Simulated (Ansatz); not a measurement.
HfO2:

```xyz
12
Lattice="5.2195 0.0000 0.0000 0.0000 5.0048 0.0000 0.0000 0.0000 5.0327" Properties=species:S:1:pos:R:3 pbc="T T T"
Hf    5.0472    3.6661    3.7314
Hf    2.7820    3.6661    1.2151
Hf    2.4375    1.3387    3.7314
Hf    0.1723    1.3387    1.2151
O     3.2994    4.6477    4.4251
O     4.5298    4.6477    1.9087
O     1.2211    2.7020    2.4776
O     1.3886    2.7020    4.9939
O     3.9984    2.3028    4.9939
O     3.8308    2.3028    2.4776
O     0.6896    0.3571    4.4251
O     1.9201    0.3571    1.9087
```

Measurements of this composition are mostly on another form, of space group No. 14.

| Quantity | Value |
| --- | --- |
| Program | Ansatz 0.2.0 |
| Task | relaxation of cell and atoms |
| Functional | PBEsol |
| Potentials or basis | Ansatz PAW |
| Cutoff | 420 eV (not typed: the program's choice for these potentials) |
| k mesh | 4 × 5 × 4 |
| Occupations | fermi-dirac, width 0.05 eV |
| Spin | no spin polarisation |
| Hubbard terms | Hf d U = 8 eV |

At the start: volume 10.96 Å³/atom.

Where does the relaxation end?

It ends after 11 steps and the volume is 11.66 Å³/atom (+6.4 %); space group Pca2_1 (No. 29, to 0.05 Å).

The path:
| step | energy change (eV) | largest force (eV/Å) | volume (Å³) |
| --- | --- | --- | --- |
| 1 | 0.0000 | 0.3756 | 131.46 |
| 2 | -0.3011 | 0.3290 | 140.61 |
| 3 | -0.3269 | 0.2405 | 139.67 |
| 4 | -0.3386 | 0.1417 | 139.25 |
| 5 | -0.3440 | 0.0208 | 139.49 |
| 6 | -0.3444 | 0.0056 | 139.46 |
| 7 | -0.4036 | 0.0044 | 139.46 |
| 8 | -0.4023 | 0.0016 | 139.88 |
| 9 | -0.4046 | 0.0018 | 139.88 |
| 10 | -0.4045 | 0.0002 | 139.91 |
| 11 | -0.4046 | 0.0002 | 139.91 |

Final structure:
```xyz
12
Lattice="5.3007 0.0000 0.0000 0.0000 5.1272 0.0000 0.0000 0.0000 5.1481" Properties=species:S:1:pos:R:3 pbc="T T T"
Hf    5.1322    3.7662    3.7846
Hf    2.8189    3.7662    1.2105
Hf    2.4818    1.3610    3.7846
Hf    0.1685    1.3610    1.2105
O     3.3956    4.7847    4.5667
O     4.5554    4.7847    1.9926
O     1.2523    2.7446    2.5267
O     1.3980    2.7446    5.1007
O     4.0484    2.3827    5.1007
O     3.9027    2.3827    2.5267
O     0.7453    0.3425    4.5667
O     1.9051    0.3425    1.9926
```

Caveat: the plane-wave basis is chosen anew once the cell has moved, so the energies of steps on either side of that aren't comparable; the pressure holds a Pulay correction of +0.8 GPa for the finite cutoff; the PAW data sets come from PBE, with cores solved anew for the run's functional, which leaves a small shift of forces and pressure.
